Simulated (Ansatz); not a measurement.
# In: the cost of one run

Computed with Ansatz 0.2.0 (DFT PBEsol, frozen-core PAW, scalar-relativistic unless said, unless a step's input says otherwise).

## Step 1: The starting structure

Symmetry: I4/mmm, No. 139, tetragonal system. The conventional cell has a = 3.251 Å, b = 3.251 Å, c = 4.947 Å, α = 90.00°, β = 90.00°, γ = 90.00°. Around In (site symmetry 4/mmm) lie 12 In at 3.25 to 3.38 Å.

As a file:

```
CELL_PARAMETERS angstrom
-1.62547 1.62547 2.47370
1.62547 -1.62547 2.47370
1.62547 1.62547 -2.47370
ATOMIC_POSITIONS crystal
In 0.00000 0.00000 0.00000
```

Cartesian axes are those of the input's lattice vectors. The structure goes back to a database entry.

## Step 2: Cell and atoms relaxed, PAW

The input, input.yaml:

```yaml
crystal:
  lattice:
    - [-1.62547, 1.62547, 2.4737]
    - [1.62547, -1.62547, 2.4737]
    - [1.62547, 1.62547, -2.4737]
  atoms:
    - { symbol: In, position: [0.0, 0.0, 0.0] }
kpoints:
  mp_grid: { grid: [22, 22, 22] }
scf:
  occupations: { method: fermi_dirac, width: 0.1 }
hamiltonian:
  xc: pbesol
  pseudopotentials: { kind: paw }
relax:
  f_tol: 0.002
  max_steps: 80
  cell: {}
output:
  forces: true
  stress: true
```

Run with:

```sh
ansatz run input.yaml --threads 2 --pin off --max-ram 5120MiB --backend cpu --events-out ev --progress --plain --runs-dir out
```

What time and memory should one allow on 2 threads of Arm Neoverse V1, shared host?

About 24 s, with a peak of 0.54 GiB.
